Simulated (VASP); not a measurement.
# W (Im-3m) in VASP: notebook

Runs on W. Level: PBEsol. Tasks: relaxation of cell and atoms, single point.

Program: VASP 6.6.1. These are calculated values, not measurements. Logs are shortened: lines on timing, memory, paths and dates and some standing lists are left out, and cuts for length are marked.

## (1) The crystal as given

It takes space group Im-3m (No. 229, cubic). Conventional cell: a = 3.165 Å, b = 3.165 Å, c = 3.165 Å, α = 90.00°, β = 90.00°, γ = 90.00°. Around W (site symmetry m-3m) lie 8 W at 2.74 Å.

## (2) Relaxation of cell and atoms, PBEsol

Input file INCAR:

```
PREC = Accurate
ENCUT = 520
EDIFF = 1E-7
ISMEAR = 0
SIGMA = 0.1
LREAL = False
LASPH = True
NELM = 80
ALGO = Fast
ISIF = 3
LWAVE = False
LCHARG = False
GGA = PS
IBRION = 2
NSW = 80
EDIFFG = -0.002
```

Input file KPOINTS:

```
regular mesh
0
Gamma
  18 18 18
```

Input file POSCAR:

```
W
1.0
   -1.5823450000      1.5823450000      1.5823450000
    1.5823450000     -1.5823450000      1.5823450000
    1.5823450000      1.5823450000     -1.5823450000
W
1
Direct
    0.0000000000      0.0000000000      0.0000000000
```

Potentials or basis: VASP PAW PBE potentials, release 64 (W_sv).

Started as:

```console
> cat potpaw_PBE.64/W_sv/POTCAR > POTCAR
> mpirun -np 1 vasp_std > vasp.out
```

OUTCAR:

```text
PREC = Accurate
   ENCUT = 520
   EDIFF = 1E-7
   ISMEAR = 0
   LREAL = False
   LASPH = True
   NELM = 80
   ISIF = 3
   GGA = PS
   IBRION = 2
   NSW = 80
   EDIFFG = -0.002

 ion  position               nearest neighbor table
   1  0.000  0.000  0.000-

  LATTYP: Found a body centered cubic cell.
 ALAT       =     3.1646900000

  Lattice vectors:

 A1 = (  -1.5823450000,   1.5823450000,   1.5823450000)
 A2 = (   1.5823450000,  -1.5823450000,   1.5823450000)
 A3 = (   1.5823450000,   1.5823450000,  -1.5823450000)

Analysis of symmetry for initial positions (statically):
=====================================================================
 Subroutine PRICEL returns:
 Original cell was already a primitive cell.

 Routine SETGRP: Setting up the symmetry group for a
 body centered cubic supercell.

 Subroutine GETGRP returns: Found 48 space group operations
 (whereof 48 operations were pure point group operations)
 out of a pool of 48 trial point group operations.

The static configuration has the point symmetry O_h .

Analysis of symmetry for dynamics (positions and initial velocities):
=====================================================================
 Subroutine PRICEL returns:
 Original cell was already a primitive cell.

 Routine SETGRP: Setting up the symmetry group for a
 body centered cubic supercell.

 Subroutine GETGRP returns: Found 48 space group operations
 (whereof 48 operations were pure point group operations)
 out of a pool of 48 trial point group operations.

The dynamic configuration has the point symmetry O_h .

 Subroutine INISYM returns: Found 48 space group operations
 (whereof 48 operations are pure point group operations),
 and found     1 'primitive' translations

----------------------------------------------------------------------------------------

                                     Primitive cell

  volume of cell :      15.8476

  direct lattice vectors                    reciprocal lattice vectors
    -1.582345000  1.582345000  1.582345000     0.000000000  0.315986716  0.315986716
     1.582345000 -1.582345000  1.582345000     0.315986716  0.000000000  0.315986716
     1.582345000  1.582345000 -1.582345000     0.315986716  0.315986716  0.000000000

  length of vectors
     2.740701935  2.740701935  2.740701935     0.446872699  0.446872699  0.446872699

  position of ions in fractional coordinates (direct lattice)
     0.000000000  0.000000000  0.000000000

  ion indices of the primitive-cell ions
   primitive index   ion index
                 1           1

----------------------------------------------------------------------------------------

 KPOINTS: regular mesh

Automatic generation of k-mesh.
 Grid dimensions read from file:
 generate k-points for:   18   18   18

 Generating k-lattice:

  Cartesian coordinates                     Fractional coordinates (reciprocal lattice)
     0.000000000  0.017554818  0.017554818     0.055555556  0.000000000  0.000000000
     0.017554818  0.000000000  0.017554818     0.000000000  0.055555556  0.000000000
     0.017554818  0.017554818  0.000000000     0.000000000  0.000000000  0.055555556

  Length of vectors
     0.024826261  0.024826261  0.024826261

  Shift w.r.t. Gamma in fractional coordinates (k-lattice)
     0.000000000  0.000000000  0.000000000

 Subroutine IBZKPT returns following result:
 ===========================================

 Found    195 irreducible k-points:

 Following reciprocal coordinates:
            Coordinates               Weight
  0.000000  0.000000  0.000000      1.000000
  0.055556  0.000000  0.000000     12.000000
  0.111111  0.000000  0.000000     12.000000
  0.166667  0.000000  0.000000     12.000000
  0.222222  0.000000  0.000000     12.000000
  0.277778  0.000000  0.000000     12.000000
[... 16 lines left out ...]
  0.333333  0.111111 -0.000000     48.000000
  0.388889  0.111111  0.000000     48.000000
 [... further k-points ...]
   k-points           NKPTS =    195   k-points in BZ     NKDIM =    195   number of bands    NBANDS=     11
   number of dos      NEDOS =    301   number of ions     NIONS =      1
   total plane-waves  NPLWV =   8000
   dimension x,y,z NGX =    20 NGY =   20 NGZ =   20
   dimension x,y,z NGXF=    40 NGYF=   40 NGZF=   40
   ions per type =               1
   NGX,Y,Z   is equivalent  to a cutoff of  12.13, 12.13, 12.13 a.u.
   NGXF,Y,Z  is equivalent  to a cutoff of  24.26, 24.26, 24.26 a.u.
 SYSTEM =  unknown system
   PREC   = accura    normal or accurate (medium, high low for compatibility)
   ISTART =      0    job   : 0-new  1-cont  2-samecut
   ICHARG =      2    charge: 1-file 2-atom 10-const
   ISPIN  =      1    spin polarized calculation?
   LNONCOLLINEAR =      F non collinear calculations
   LSORBIT =      F    spin-orbit coupling
   LASPH  =      T    aspherical Exc in radial PAW
   ENCUT  =  520.0 eV  38.22 Ry    6.18 a.u.   5.10  5.10  5.10*2*pi/ulx,y,z
   NELM   =     80;   NELMIN=  2; NELMDL= -5     # of ELM steps
   EDIFF  = 0.1E-06   stopping-criterion for ELM
   LREAL  =      F    real-space projection
   EDIFFG = -.2E-02   stopping-criterion for IOM
   NSW    =     80    number of steps for IOM
   IBRION =      2    ionic relax: 0-MD 1-quasi-New 2-CG
   NFREE  =      1    steps in history (QN), initial steepest desc. (CG)
   ISIF   =      3    stress and relaxation
   ISYM   =      2    0-nonsym 1-usesym 2-fastsym
   POTIM  = 0.5000    time-step for ionic-motion
   TEBEG  =    0.0;   TEEND  =   0.0 temperature during run
   PSTRESS=    0.0 pullay stress
   NELECT =      14.0000    total number of electrons
   NUPDOWN=      -1.0000    fix difference up-down
   EMIN   =  10.00;   EMAX   =-10.00  energy-range for DOS
   EFERMI =   0.00;   METHOD = LEGACY
   ISMEAR =     0;   SIGMA  =   0.10  broadening in eV -4-tet -1-fermi 0-gaus
   EFERMI_NEDOS =   21; number of points for ismear=-14 and -15
   IALGO  =     68    algorithm
   IMIX   =      4    mixing-type and parameters
     AMIX     =   0.40;   BMIX     =  1.00
     AMIX_MAG =   1.60;   BMIX_MAG =  1.00
  volume/ion in A,a.u.               =      15.85       106.94
  Fermi-wavevector in a.u.,A,eV,Ry     =   1.570832  2.968442 33.572544  2.467512
  Thomas-Fermi vector in A             =   2.672506
   LORBIT       =      0    0 simple, 1 ext, 2 COOP (PROOUT), +10 PAW based schemes
   GGA     = PS    functional components
   LHFCALC =     F    Hartree Fock is set to
   AEXX    =    0.0000 exact exchange contribution
   IVDW    =     0    specifies the selected vdW correction
   LEPSILON=     F    determine dielectric tensor
   LRPA    =     F    only Hartree local field effects (RPA)
 conjugate gradient relaxation of ions
 non-spin polarized calculation
 RMM-DIIS sequential band-by-band and
 Gauss-broadening in eV      SIGMA  =   0.10
  energy-cutoff  :      520.00
  volume of cell :       15.85
 maximum number of plane-waves:       440
   NGX = 11   NGY = 11   NGZ = 11

--------------------------------------- Ionic step        1  -------------------------------------------

 number of electron      14.0000004 magnetization

 Free energy of the ion-electron system (eV)
  ---------------------------------------------------
  ext. energy  EPLUGINS =         0.00000000
  ---------------------------------------------------
  free energy    TOTEN  =       -13.80067912 eV

  energy without entropy =      -13.79720872  energy(sigma->0) =      -13.79894392

------------------------ aborting loop because EDIFF is reached ----------------------------------------

  FORCE on cell =-STRESS in cart. coord.  units (eV):
  Direction    XX          YY          ZZ          XY          YZ          ZX
  --------------------------------------------------------------------------------------
  -------------------------------------------------------------------------------------
  Total       -0.2493713     -0.2493713     -0.2493713      0.0000000      0.0000000     -0.0000000
  in kB      -25.2112016    -25.2112016    -25.2112016      0.0000000      0.0000000     -0.0000000
  external PRESSURE =     -25.2112016 kB  Pullay stress =       0.0000000 kB
[... 160 lines left out ...]
  energy  without entropy=      -13.7982324036  energy(sigma->0) =      -13.79995253

--------------------------------------- Ionic step        6  -------------------------------------------

 number of electron      14.0000004 magnetization

 Free energy of the ion-electron system (eV)
  ---------------------------------------------------
  ext. energy  EPLUGINS =         0.00000000
  ---------------------------------------------------
  free energy    TOTEN  =       -13.80167347 eV

  energy without entropy =      -13.79823392  energy(sigma->0) =      -13.79995369

 E-fermi :  11.3846     XC(G=0): -13.8068

 val. band max:       11.3761241207   @ k =  -0.1667   0.1667   0.0556
 cond. band min:      11.3853354659   @ k =  -0.2778   0.3333   0.2222
 fundamental gap:      0.0092113453
 Fermi energy:        11.3846223265

 k-point     1 :       0.0000    0.0000    0.0000
  band No.  band energies     occupation
      1     -62.7409      2.00000
      2     -26.2867      2.00000
      3     -26.2867      2.00000
      4     -26.2867      2.00000
      5       1.6941      2.00000
      6      10.1451      2.00000
      7      10.1451      2.00000
      8      10.1451      2.00000
      9      13.6482      0.00000
     10      13.6482      0.00000
     11      25.9523      0.00000
[... 309 lines left out ...]
 k-point    24 :       0.3889    0.1111    0.0000
  band No.  band energies     occupation
      1     -62.6010      2.00000
      2     -27.5339      2.00000
      3     -26.7544      2.00000
      4     -26.3533      2.00000
      5       5.4965      2.00000
      6       7.9362      2.00000
      7      10.8211      2.00000
      8      13.4287      0.00000
      9      14.7760      0.00000
     10      17.9105      0.00000
     11      22.4185      0.00000

 [... further k-points ...]

------------------------ aborting loop because EDIFF is reached ----------------------------------------

  FORCE on cell =-STRESS in cart. coord.  units (eV):
  Direction    XX          YY          ZZ          XY          YZ          ZX
  --------------------------------------------------------------------------------------
  -------------------------------------------------------------------------------------
  Total        0.0002463      0.0002463      0.0002463     -0.0000000      0.0000000     -0.0000000
  in kB        0.0251001      0.0251001      0.0251001     -0.0000000      0.0000000     -0.0000000
  external PRESSURE =       0.0251001 kB  Pullay stress =       0.0000000 kB
[... 16 lines left out ...]
  FREE ENERGIE OF THE ION-ELECTRON SYSTEM (eV)
  ---------------------------------------------------
  free  energy   TOTEN  =       -13.8016734716 eV

  energy  without entropy=      -13.7982339154  energy(sigma->0) =      -13.79995369

 reached required accuracy - stopping structural energy minimisation
```

Run time: 61 s. Hardware: 1 thread of Intel Xeon Platinum 8488C (Sapphire Rapids), shared host; peak memory 0.16 GiB.

Results:

```yaml
Free_energy: -13.8017 eV
Relaxed_volume: 15.72 Å³/atom
Relaxed_cell: a = 2.734 Å, b = 2.734 Å, c = 2.734 Å, α = 109.47°, β = 109.47°, γ = 109.47°
Space_group_after_relaxing_to_0.05_Å: Im-3m (No. 229)
Energy_gained_by_relaxing: 1.0 meV/atom
Ionic_steps: 6
Pressure_after_relaxing: 0.0 GPa
Band_gap_on_the_k_mesh: none (metal or under the smearing width)
```

The path:
| step | energy change (eV) | largest force (eV/Å) | pressure (GPa) | volume (Å³) |
| --- | --- | --- | --- | --- |
| 1 | 0.0000 | 0.0000 | -2.52 | 15.85 |
| 2 | 0.0123 | 0.0000 | 9.95 | 15.28 |
| 3 | -0.0010 | 0.0000 | -0.02 | 15.73 |
| 4 | -0.0010 | 0.0000 | 0.02 | 15.72 |
| 5 | -0.0010 | 0.0000 | -0.07 | 15.73 |
| 6 | -0.0010 | 0.0000 | 0.00 | 15.72 |

Final structure:
```
W
1.0
    -1.57821    1.57821    1.57821
     1.57821   -1.57821    1.57821
     1.57821    1.57821   -1.57821
W
1
Direct
  0.00000 0.00000 0.00000
```

Levels at points of the mesh, in eV from the Fermi level:
| k point | band 3 | band 4 | band 5 | band 6 | band 7 | band 8 | band 9 | band 10 | band 11 |
| --- | --- | --- | --- | --- | --- | --- | --- | --- | --- |
| (0.00, 0.00, 0.00) | -37.67 | -37.67 | -9.69 | -1.24 | -1.24 | -1.24 | 2.26 | 2.26 | 14.57 |
| (0.50, 0.00, 0.00) | -38.10 | -37.68 | -6.34 | -3.61 | 0.73 | 2.17 | 3.15 | 6.25 | 11.53 |
| (0.50, 0.50, 0.50) | -38.60 | -38.60 | -5.91 | -5.91 | 5.25 | 5.25 | 5.25 | 8.33 | 8.33 |

Caveat: the PAW data sets were made with another functional, which shifts forces and pressure a little.

## (3) Relaxation of cell and atoms, PBEsol

This run uses another cell than the first one, of 15.72 Å³/atom, 0.992 times its volume.

INCAR is that of step 2.

KPOINTS is that of step 2.

Input file POSCAR:

```
W                                       
1.0
   -1.5782066472      1.5782066472      1.5782066472
    1.5782066472     -1.5782066472      1.5782066472
    1.5782066472      1.5782066472     -1.5782066472
  W             
     1
Direct
     0.0000000000000000    0.0000000000000000    0.0000000000000000
```

Potentials or basis: VASP PAW PBE potentials, release 64 (W_sv).

Started as:

```console
> cat potpaw_PBE.64/W_sv/POTCAR > POTCAR
> mpirun -np 1 vasp_std > vasp.out
```

Run time: 18 s. Hardware: 1 thread of Intel Xeon Platinum 8488C (Sapphire Rapids), shared host; peak memory 0.15 GiB.

It converged, with:

```yaml
Free_energy: -13.8016 eV
Pressure_after_relaxing: 0.0 GPa
Band_gap_on_the_k_mesh: none (metal or under the smearing width)
```

Final structure:
```
W
1.0
    -1.57821    1.57821    1.57821
     1.57821   -1.57821    1.57821
     1.57821    1.57821   -1.57821
W
1
Direct
  0.00000 0.00000 0.00000
```

Levels at points of the mesh, in eV from the Fermi level:
```
           k point  band 3  band 4  band 5  band 6  band 7  band 8  band 9  band 10  band 11
(0.00, 0.00, 0.00)  -37.67  -37.67   -9.69   -1.24   -1.24   -1.24    2.26     2.26    14.57
(0.50, 0.00, 0.00)  -38.10  -37.68   -6.34   -3.60    0.73    2.17    3.15     6.25    11.53
(0.50, 0.50, 0.50)  -38.60  -38.60   -5.91   -5.91    5.25    5.25    5.25     8.33     8.33
```

Caveat: the relaxation stopped at its first step, so nothing moved; the PAW data sets were made with another functional, which shifts forces and pressure a little. The run has no spin-orbit coupling, so splittings on W are missing.

## (4) Single point, PBEsol

This run uses another cell than the first one, of 15.72 Å³/atom, 0.992 times its volume.

Input file INCAR:

```
SYSTEM = W
PREC = Accurate
ENCUT = 520
EDIFF = 1E-7
ISMEAR = 0
SIGMA = 0.1
LREAL = .False.
LASPH = .True.
NELM = 80
ALGO = Fast
ISIF = 2
LWAVE = .False.
LCHARG = .False.
GGA = PS
```

Input file KPOINTS:

```
regular mesh
0
Gamma
  18 18 18
  0 0 0
```

POSCAR is that of step 3.

Potentials or basis: VASP PAW PBE potentials, release 64 (W_sv).

Started as:

```console
> cat potpaw_PBE.64/W_sv/POTCAR > POTCAR
> mpirun -np 1 vasp_std > vasp.out
```

OUTCAR:

```text
SYSTEM = W
   PREC = Accurate
   ENCUT = 520
   EDIFF = 1E-7
   ISMEAR = 0
   LREAL = .False.
   LASPH = .True.
   NELM = 80
   ISIF = 2
   GGA = PS

 ion  position               nearest neighbor table
   1  0.000  0.000  0.000-

  LATTYP: Found a body centered cubic cell.
 ALAT       =     3.1564132944

  Lattice vectors:
[... 514 lines left out ...]
      5       5.4965      2.00000
      6       7.9362      2.00000
      7      10.8210      2.00000
      8      13.4286      0.00000
      9      14.7760      0.00000
     10      17.9105      0.00000
     11      22.4200      0.00000

 [... further k-points ...]

------------------------ aborting loop because EDIFF is reached ----------------------------------------

  FORCE on cell =-STRESS in cart. coord.  units (eV):
  Direction    XX          YY          ZZ          XY          YZ          ZX
  --------------------------------------------------------------------------------------
  -------------------------------------------------------------------------------------
  Total        0.0016111      0.0016111      0.0016111     -0.0000000     -0.0000000      0.0000000
  in kB        0.1641615      0.1641615      0.1641615     -0.0000000     -0.0000000      0.0000000
  external PRESSURE =       0.1641615 kB  Pullay stress =       0.0000000 kB

 VOLUME and BASIS-vectors are now :
 -----------------------------------------------------------------------------
  energy-cutoff  :      520.00
  volume of cell :       15.72
      direct lattice vectors                 reciprocal lattice vectors
    -1.578206647  1.578206647  1.578206647     0.000000000  0.316815292  0.316815292
     1.578206647 -1.578206647  1.578206647     0.316815292  0.000000000  0.316815292
     1.578206647  1.578206647 -1.578206647     0.316815292  0.316815292  0.000000000

 POSITION                                       TOTAL-FORCE (eV/Angst)
 -----------------------------------------------------------------------------------
      0.00000      0.00000      0.00000        -0.000000      0.000000     -0.000000
 -----------------------------------------------------------------------------------
    total drift:                                0.000000     -0.000000      0.000000

  FREE ENERGIE OF THE ION-ELECTRON SYSTEM (eV)
  ---------------------------------------------------
  free  energy   TOTEN  =       -13.8015996048 eV

  energy  without entropy=      -13.7981601004  energy(sigma->0) =      -13.79987985
```

OSZICAR:

```text
N       E                     dE             d eps       ncg     rms          rms(c)
DAV:   1     0.771438134388E+02    0.77144E+02   -0.79438E+03  4325   0.145E+03
DAV:   2    -0.128515058999E+02   -0.89995E+02   -0.86851E+02  4617   0.337E+02
DAV:   3    -0.144795897365E+02   -0.16281E+01   -0.16127E+01  4890   0.443E+01
DAV:   4    -0.144884833084E+02   -0.88936E-02   -0.88917E-02  4641   0.353E+00
DAV:   5    -0.144885506156E+02   -0.67307E-04   -0.67307E-04  4812   0.316E-01    0.220E+01
RMM:   6    -0.139455453231E+02    0.54301E+00   -0.58333E-01  4540   0.794E+00    0.907E+00
RMM:   7    -0.138051205257E+02    0.14042E+00   -0.44102E-01  4709   0.663E+00    0.783E-01
RMM:   8    -0.138015098614E+02    0.36107E-02   -0.16277E-02  5196   0.147E+00    0.191E-01
RMM:   9    -0.138015659808E+02   -0.56119E-04   -0.27292E-03  5158   0.654E-01    0.554E-02
RMM:  10    -0.138015968305E+02   -0.30850E-04   -0.31325E-04  5596   0.257E-01    0.770E-03
RMM:  11    -0.138015978489E+02   -0.10184E-05   -0.81219E-05  5312   0.125E-01    0.850E-03
RMM:  12    -0.138015993343E+02   -0.14854E-05   -0.19298E-05  5488   0.600E-02    0.106E-02
RMM:  13    -0.138015993886E+02   -0.54295E-07   -0.42651E-06  5104   0.278E-02    0.217E-03
RMM:  14    -0.138015995527E+02   -0.16411E-06   -0.82289E-07  4423   0.129E-02    0.376E-04
RMM:  15    -0.138015996048E+02   -0.52106E-07   -0.24764E-07  3356   0.635E-03
   1 F= -.13801600E+02 E0= -.13799880E+02  d E =-.343950E-02
```

stdout:

```text
POSCAR found type information on POSCAR W
 POSCAR found :  1 types and       1 ions
 scaLAPACK will be used
 -----------------------------------------------------------------------------
|                                                                             |
|                                                                             |
|     You enforced a specific xc type in the INCAR file but a different       |
|     I HOPE YOU KNOW WHAT YOU ARE DOING!                                     |
|                                                                             |
 -----------------------------------------------------------------------------

 LDA part: xc-table for (Slater+PW92), standard interpolation
 POSCAR, INCAR and KPOINTS ok, starting setup
 FFT: planning ... GRIDC
 FFT: planning ... GRID_SOFT
 FFT: planning ... GRID
 WAVECAR not read
 entering main loop
WARNING in EDDRMM: call to ZHEGV failed, returncode =   8  4     11
WARNING in EDDRMM: call to ZHEGV failed, returncode =   8  4     11
```

It took 19 s on 1 thread of Intel Xeon Platinum 8488C (Sapphire Rapids), shared host; peak memory 0.14 GiB.

Results:

| Property | Result |
| --- | --- |
| Free energy | -13.8016 eV |
| Pressure | 0.0 GPa |
| Band gap on the k mesh | none (metal or under the smearing width) |

Levels at points of the mesh, in eV from the Fermi level:
| k point | band 5 | band 6 | band 7 | band 8 | band 9 | band 10 |
| --- | --- | --- | --- | --- | --- | --- |
| (0.00, 0.00, 0.00) | -9.69 | -1.24 | -1.24 | -1.24 | 2.26 | 2.26 |
| (0.50, 0.00, 0.00) | -6.34 | -3.60 | 0.73 | 2.17 | 3.15 | 6.25 |
| (0.50, 0.50, 0.50) | -5.91 | -5.91 | 5.25 | 5.25 | 5.25 | 8.33 |

Caveat: the PAW data sets were made with another functional, which shifts forces and pressure a little. Spin-orbit coupling is left out, which matters for the levels of W.
